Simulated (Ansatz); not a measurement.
# ZrSe2 (P-3m1) in Ansatz: elastic constants with LDA

Aim: the elastic constants of ZrSe2 with LDA.

All numbers are computed with Ansatz 0.2.0; they aren't measurements. Logs are shortened: lines on timing, memory, paths and dates and some standing lists are left out, and cuts for length are marked.

**The experiment to reproduce.**

“Stress-Tuned Optical Transitions in Layered 1T-MX2 (M= Hf, Zr, Sn; X= S, Se) Crystals”, 2022, arxiv:2210.12074 quotes, for a bulk crystal of ZrSe2: band gap 1.2 eV (indirect).

How close the calculation comes is told below.

## 1. The structure

It takes space group P-3m1 (No. 164, trigonal). Conventional cell: a = 3.798 Å, b = 3.798 Å, c = 6.192 Å, α = 90.00°, β = 90.00°, γ = 120.00°. Zr (site symmetry -3m) has 6 Se at 2.68 Å as nearest neighbours. Around Se (site symmetry 3m) lie 3 Zr at 2.68 Å.

## 2. Elastic constants, LDA

Contents of input.yaml:

```yaml
crystal:
  lattice:
    - [3.798, 0.0, 0.0]
    - [-1.899, 3.2891644836, 0.0]
    - [0.0, 0.0, 6.192]
  atoms:
    - { symbol: Zr, position: [0.0, 0.0, 0.0] }
    - { symbol: Se, position: [0.6666666667, 0.3333333333, 0.75] }
    - { symbol: Se, position: [0.3333333333, 0.6666666667, 0.25] }
hamiltonian:
  xc: lda
  pseudopotentials: { kind: paw }
kpoints:
  mp_grid: { grid: [6, 6, 4] }
scf:
  occupations: { method: fixed }
output:
  forces: true
  stress: true
elastic:
  mode: relaxed_ion
  stencil: two_point
```

Potentials or basis: Ansatz PAW.

Started as:

```console
ansatz run input.yaml --threads 2 --pin off --max-ram 5632MiB --backend cpu --events-out ev --progress --plain --runs-dir out
```

What it wrote:

```text
Warning: RAYON_NUM_THREADS=2 ignored (pool sized by the plan → 2); use --threads N
Engine: ansatz 0.2.0, aarch64-unknown-linux-gnu
Pseudopotentials: kind: paw
Pseudopotential: Zr, paw, valence charge 12, recommended cutoff 420 eV (normal), Zr.paw.azcp
Pseudopotential: Se, paw, valence charge 16, recommended cutoff 420 eV (normal), Se.paw.azcp
Functional definition: SPW92
  exchange = slater_x
  correlation = pw_c
Crystal: 3 atoms, lattice volume = 77.352 Å³
Basis set: ecut = 420 eV, 1521 PW (Γ)
Bands: 27, of which v1, the nominal top of the filled ones, is band 22 counted from 1 (21 counted from 0)
Symmetry: 12 space group operations
Space group: P-3m1 (ITA 164), of the structure as read, at distance tolerance 4.3e-5 Å
k-points: 24 of 144
Non-local potential: Zr, projectors of the file, l = 0: 3, l = 1: 2, l = 2: 2, l = 3: 2
Non-local potential: Se, projectors of the file, l = 0: 2, l = 1: 2, l = 2: 3, l = 3: 1
PAW form: soft (Blöchl's): semilocal exchange-correlation on the pseudo side does not see the compensation charge
PAW frozen core: Zr, regenerated for the run's functional, and the local potential with it (the file was generated under x = pbe(κ = 0.804, μ = 0.2195149727645171), c = pbe(β = 0.06672455060314922))
PAW frozen core: Se, regenerated for the run's functional, and the local potential with it (the file was generated under x = pbe(κ = 0.804, μ = 0.2195149727645171), c = pbe(β = 0.06672455060314922))
PAW one-centre angular grid: Zr, 590 points (default); XC on 64 Gauss nodes
PAW one-centre angular grid: Se, 590 points (default); XC on 64 Gauss nodes
Initial density: superposition of atomic densities (neutral atoms: chi_scale 0, normalization atom), corrected by the library's trained network
Initial wavefunctions: pseudopotential atomic-orbital guess
Functional: x = slater, c = lda
SCF iter   1: F=—  HF=-14847.953877 eV  |F-HF|=—  |Δ(HF+E_count)|=         —  Δρ=4.59e-3  dr2=6.51e-3  ethr=1.77e-3  ⟨swp⟩=4.0  Hψ=2323  notcnv=0  defer=39
preconditioner: auto → Resta (q_TF=auto, 2.483 Å⁻¹)  ε∞=5.6  [insulator: Δε(μ)=0.291 eV  Ē_g=7.848 eV  n_scr=22 (ndim 8)  ℏωp=16.9 eV  f_vac=0.068  ε∞_Penn≈5.6]
SCF iter   2: F=—  HF=-14847.952308 eV  |F-HF|=—  |Δ(HF+E_count)|=   1.57e-3  Δρ=2.52e-3  dr2=2.01e-3  ethr=1.48e-5  ⟨swp⟩=2.0  Hψ=1309  notcnv=0  defer=69
SCF iter   3: F=—  HF=-14847.952123 eV  |F-HF|=—  |Δ(HF+E_count)|=   1.85e-4  Δρ=3.70e-4  dr2=1.04e-4  ethr=4.56e-6  ⟨swp⟩=2.0  Hψ=854  notcnv=0  defer=69
SCF iter   4: F=—  HF=-14847.952126 eV  |F-HF|=—  |Δ(HF+E_count)|=   3.40e-6  Δρ=1.25e-4  dr2=2.94e-5  ethr=2.37e-7  ⟨swp⟩=3.0  Hψ=1152  notcnv=0  defer=24
SCF iter   5: F=—  HF=-14847.952124 eV  |F-HF|=—  |Δ(HF+E_count)|=   2.73e-6  Δρ=3.83e-5  dr2=1.77e-6  ethr=6.69e-8  ⟨swp⟩=3.0  Hψ=1128  notcnv=0  defer=24
SCF iter   6: F=—  HF=-14847.952126 eV  |F-HF|=—  |Δ(HF+E_count)|=   1.81e-6  Δρ=1.24e-5  dr2=2.27e-7  ethr=4.03e-9  ⟨swp⟩=2.0  Hψ=777  notcnv=0  defer=24
SCF iter   7: F=—  HF=-14847.952126 eV  |F-HF|=—  |Δ(HF+E_count)|=   7.24e-8  Δρ=2.72e-6  dr2=9.20e-9  ethr=5.16e-10  ⟨swp⟩=2.0  Hψ=807  notcnv=0  defer=24
SCF iter   8: F=—  HF=-14847.952126 eV  |F-HF|=—  |Δ(HF+E_count)|=  4.20e-10  Δρ=7.80e-7  dr2=7.64e-10  ethr=2.09e-11  ⟨swp⟩=2.0  Hψ=1128  notcnv=0  defer=24
SCF iter   9: F=—  HF=-14847.952126 eV  |F-HF|=—  |Δ(HF+E_count)|=  3.07e-10  Δρ=2.46e-7  dr2=7.66e-11  ethr=1.74e-12  ⟨swp⟩=2.0  Hψ=1128  notcnv=0  defer=24
SCF iter  10: F=—  HF=-14847.952126 eV  |F-HF|=—  |Δ(HF+E_count)|=  1.09e-11  Δρ=6.09e-8  dr2=4.76e-12  ethr=1.74e-13 (applied; sched 1.00e-12)  ⟨swp⟩=3.0  Hψ=1195  notcnv=0  defer=24
SCF iter  11: F=—  HF=-14847.952126 eV  |F-HF|=—  |Δ(HF+E_count)|=  3.64e-12  Δρ=1.29e-8  dr2=1.78e-13  ethr=1.08e-14 (applied; sched 1.00e-12)  ⟨swp⟩=3.0  Hψ=1058  notcnv=0  defer=24
SCF iter  12: F=-14847.952126 eV  HF=-14847.952126 eV  |F-HF|=5.46e-12  |Δ(HF+E_count)|=  1.82e-12  Δρ=2.75e-9  dr2=6.32e-15  ethr=1.00e-12  ⟨swp⟩=9.0  Hψ=2522  notcnv=0
SCF 1 converged in 12 iterations: F = -14847.952126 eV  dr2 = 6.32e-15
relax step   1: F+E_penalty+E_count = -14847.95212560 eV  Δ(F+E_penalty+E_count) = +0.000e0 eV  max|allowed force component| = 9.580e-2 eV/Å  Δτ_max = 0.0000 Å  (12 SCF iters, accepted)
Initial density: handed on by an earlier stage of this run
Initial wavefunctions: pseudopotential atomic-orbital guess (no wavefunctions were taken with the density)
SCF iter   1: F=—  HF=-14867.830833 eV  |F-HF|=—  |Δ(HF+E_count)|=         —  Δρ=2.71e-1  dr2=7.70e1  ethr=3.10e-3  ⟨swp⟩=4.5  Hψ=2826  notcnv=0  defer=58
preconditioner: auto → Resta (q_TF=auto, 2.483 Å⁻¹)  ε∞=6.1  [insulator: Δε(μ)=0.036 eV  Ē_g=7.491 eV  n_scr=22 (ndim 8)  ℏωp=16.9 eV  f_vac=0.061  ε∞_Penn≈6.1]
SCF iter   2: F=—  HF=-14850.695941 eV  |F-HF|=—  |Δ(HF+E_count)|=    1.71e1  Δρ=1.19e-1  dr2=7.92e0  ethr=3.10e-3  ⟨swp⟩=3.8  Hψ=1673  notcnv=0  defer=60
SCF iter   3: F=—  HF=-14847.882520 eV  |F-HF|=—  |Δ(HF+E_count)|=    2.81e0  Δρ=2.75e-2  dr2=7.56e-1  ethr=3.10e-3  ⟨swp⟩=3.0  Hψ=1474  notcnv=0  defer=58
[... 314 lines left out ...]
SCF 31 converged in 6 iterations: F = -14847.953072 eV  dr2 = 4.16e-14
relax step   4: F+E_penalty+E_count = -14847.95307214 eV  Δ(F+E_penalty+E_count) = -3.431e-9 eV  max|allowed force component| = 1.565e-7 eV/Å  Δτ_max = 0.0000 Å  (6 SCF iters, accepted)
iter 1 solved again at ethr=1.00e-12 eV; its pass at ethr=3.10e-3 eV (dr2=4.31e-14 eV) is discarded
SCF iter   1: F=—  HF=-14847.953072 eV  |F-HF|=—  |Δ(HF+E_count)|=         —  Δρ=7.99e-9  dr2=4.19e-14  ethr=1.00e-12  ⟨swp⟩=1.0  Hψ=4232  notcnv=0  defer=48
SCF iter   2: F=-14847.953072 eV  HF=-14847.953072 eV  |F-HF|=5.46e-12  |Δ(HF+E_count)|=  1.82e-12  Δρ=4.95e-9  dr2=1.93e-14  ethr=1.00e-12  ⟨swp⟩=4.2  Hψ=4569  notcnv=0
SCF 32 converged in 2 iterations: F = -14847.953072 eV  dr2 = 1.93e-14
SCF converged after 4 iterations
Free energy (F): -14847.953079 eV
Harris-Foulkes:  -14847.953079 eV  (|F-HF|=3.64e-12)
Internal energy: -14847.953079 eV  (E = F + TS)
E sigma→0 (E₀):  -14847.953079 eV
Fermi energy:    8.418129 eV
--- Per-component energies (eV) ---
  E_band       = -913.694483
  E_kinetic    = 571.898858
  E_local      = -5943.645184  (includes V_loc(G=0)·N_el)
  E_nonlocal   = -1096.708758
  E_hartree    = 2799.007990
  E_xc         = -368.545631
  E_vxc        = -388.698947  (∫ρ·V_xc dr)
  E_paw        = -6501.831187  (= ΣΔE_a)
  E_vpaw       = 345.444755  (= ΣTr[D̂ρ^β])
  E_aug_tail   = -0.001189  (compensation charges beyond the density's cutoff)
  E_ewald      = -4312.933104
  E_core_change = 4.805125  (= ΣΔE_core)
  E_smearing   = -0.000000  (= −TS)
  E_closure    = 0.000000  (closes the sum)
  Σ components = -14847.953079   (vs F -14847.953079, Δ=0.00e0)
--- Forces (eV/Å), atoms counted from 1 ---
  atom   1  Zr     0.00000000     0.00000000     0.00000000
  atom   2  Se    -0.00000000    -0.00000000    -0.00000421
  atom   3  Se    -0.00000000     0.00000000     0.00000421
  max |Σ_I F_I| component: 9.25e-18 eV/Å
--- Stress (GPa, compression-positive) ---
       -3.272839       0.000000      -0.000000
        0.000000      -3.272839      -0.000000
        0.000000      -0.000000      -1.403841
  P = ⅓ Tr σ = -2.6498 GPa (-26.498 kbar)
--- Band table (eV; the first three rows and the last of 24) ---
  k-point 0: bands = ["-40.9099", "-38.6509", "-38.6509", "-38.6508", "-38.6508", "-38.6452", "-38.6450", "-38.6426", "-38.6426", "-38.6425", "-38.6425", "-19.0152", "-18.9016", "-18.9016", "-4.8534", "-3.5879", "3.7045", "5.6577", "5.6577", "8.3693", "8.3693", "8.4181", "9.3917", "9.3917", "9.9414", "12.7902", "12.7902"]
  k-point 1: bands = ["-40.9099", "-38.6510", "-38.6510", "-38.6507", "-38.6507", "-38.6452", "-38.6450", "-38.6427", "-38.6427", "-38.6424", "-38.6424", "-19.0154", "-18.9016", "-18.9016", "-4.7480", "-3.7489", "4.1281", "5.6798", "5.6798", "7.3856", "8.2874", "8.2874", "9.3781", "9.3781", "10.2178", "12.9810", "12.9810"]
  k-point 2: bands = ["-40.9099", "-38.6510", "-38.6510", "-38.6507", "-38.6507", "-38.6451", "-38.6451", "-38.6427", "-38.6427", "-38.6424", "-38.6424", "-19.0156", "-18.9016", "-18.9016", "-4.5979", "-3.9526", "4.8125", "5.7027", "5.7027", "6.3274", "8.2080", "8.2080", "9.3639", "9.3639", "10.3118", "13.1844", "13.1844"]
  k-point 23: bands = ["-40.8992", "-38.6509", "-38.6508", "-38.6508", "-38.6470", "-38.6447", "-38.6447", "-38.6423", "-38.6423", "-38.6422", "-38.6422", "-19.0316", "-19.0316", "-18.9636", "-3.6596", "-3.6596", "4.6685", "4.6685", "5.0220", "6.0572", "6.4209", "6.4209", "10.0769", "10.5639", "10.5639", "13.2847", "13.2847"]
--- Elastic constants: 3 strain directions × 2 members + reference (group order 12) ---
  dense FFT box of the reference and of every strained cell: 27×27×45
  strains applied: 11, 33, 23; error gains: componentwise 1.00 (the most a stress slope's error grows in a printed constant), spectral 1.41 (1 for all six strains in a standard setting)
  reference relaxed by the batch: 4 steps; max|allowed force component| 9.58e-2 eV/Å at the deck's positions, 4.09e-6 at the last accepted step, 4.21e-6 by the solve of record
  largest displacement 9.9e-3 Å; the constants are those of the deck's cell at these positions:
  atoms:
    - { symbol: Zr, position: [9.791019874873857e-36, -3.659610886742701e-36, 1.4591437506534027e-21] }
    - { symbol: Se, position: [0.6666666666666665, 0.33333333333333326, 0.7516051598170039] }
    - { symbol: Se, position: [0.33333333333333326, 0.6666666666666665, 0.24839484018299607] }
  C = ∂σ_k/∂η_j (tension-positive GPa; Voigt order 11 22 33 23 13 12):
        99.316     14.745     -1.942     -0.658      0.000     -0.000
        14.745     99.316     -1.942      0.658     -0.000      0.000
        -0.086     -0.086     13.362     -0.000      0.000     -0.000
        -0.653      0.653     -0.000      6.218     -0.000      0.000
         0.000     -0.000     -0.000     -0.000      6.218     -0.653
         0.000     -0.000     -0.000      0.000     -0.658     42.285
  reference stress σ⁰ (GPa):      3.273      3.273      1.404      0.000     -0.000     -0.000
  C* (energy form; C + prestress term) asymmetry max|C*_kj − C*_jk| = 1.258e-2 GPa — a small one proves nothing (zero by symmetry where the batch's group is 432, −43m or m−3m); a large one is finite-difference/SCF noise where every solve meets its electron count
  moduli (Voigt/Reuss/Hill, GPa): K = 26.38/10.51/18.44   G = 24.23/10.56/17.39   E = 39.70   ν = 0.141
  mechanically stable: yes (min eigenvalue of sym C = 6.21 GPa)
  strain η (Voigt 11):  stress-route row diagonal C_11 = 99.32 GPa, energy-path curvature d²(F+E_count+ΔE)/dδ²/Ω₀ = 99.42 GPa
         δ    σ_11 (GPa)             F (eV)   n_scf  n_hpsi   n_pw
    -2.000e-3       3.0729      -14847.9561399       2    9689   1528   relax 5 steps, max|allowed force component| 2.35e-6 eV/Å
     2.000e-3       3.4702      -14847.9498209       2    9685   1534   relax 3 steps, max|allowed force component| 4.18e-7 eV/Å
  strain η (Voigt 33):  stress-route row diagonal C_33 = 13.36 GPa, energy-path curvature d²(F+E_count+ΔE)/dδ²/Ω₀ = 13.39 GPa
         δ    σ_33 (GPa)             F (eV)   n_scf  n_hpsi   n_pw
    -2.000e-3       1.3761      -14847.9544118       2    4943   1530   relax 3 steps, max|allowed force component| 1.68e-7 eV/Å
     2.000e-3       1.4296      -14847.9517065       2    4937   1532   relax 3 steps, max|allowed force component| 7.36e-8 eV/Å
  strain η (Voigt 23):  stress-route row diagonal C_44 = 6.22 GPa, energy-path curvature d²(F+E_count+ΔE)/dδ²/Ω₀ = 5.12 GPa
         δ    σ_23 (GPa)             F (eV)   n_scf  n_hpsi   n_pw
    -2.000e-3      -0.0125      -14847.9530712       2    9674   1532   relax 3 steps, max|allowed force component| 3.15e-5 eV/Å
     2.000e-3       0.0124      -14847.9530721       2    9683   1532   relax 4 steps, max|allowed force component| 1.57e-7 eV/Å
```

It took 59 s on 2 threads of Arm Neoverse V1, shared host; peak memory 0.42 GiB.

Results:

| Quantity | Value |
| --- | --- |
| Free energy | -14847.9531 eV |
| Pressure | -2.6 GPa |
| Band gap on the k mesh | 0.31 eV, indirect (least direct gap 0.97 eV) |
| Voigt bulk modulus | 26 GPa |

Elastic tensor in Voigt notation (GPa, in the Cartesian axes of the cell as first typed):
```
99 15 -2 -1  0  0
15 99 -2  1  0  0
 0  0 13  0  0  0
-1  1  0  6  0  0
 0  0  0  0  6 -1
 0  0  0  0 -1 42
```

Caveat: the PAW data sets come from PBE, with cores solved anew for the run's functional, which leaves a small shift of forces and pressure.

## 3. How close it comes

Step 2. Against the measured gap of ZrSe2, 1.2 eV (indirect; quoted in “Stress-Tuned Optical Transitions in Layered 1T-MX2 (M= Hf, Zr, Sn; X= S, Se) Crystals”, 2022, arxiv:2210.12074), the calculated 0.31 eV is off by -0.89 eV. Spin-orbit coupling on Se, Zr is left out. The value is that of LDA on a finite k mesh, which can miss the band edges, without temperature or zero-point motion. Semilocal functionals fall short of measured gaps as a rule.
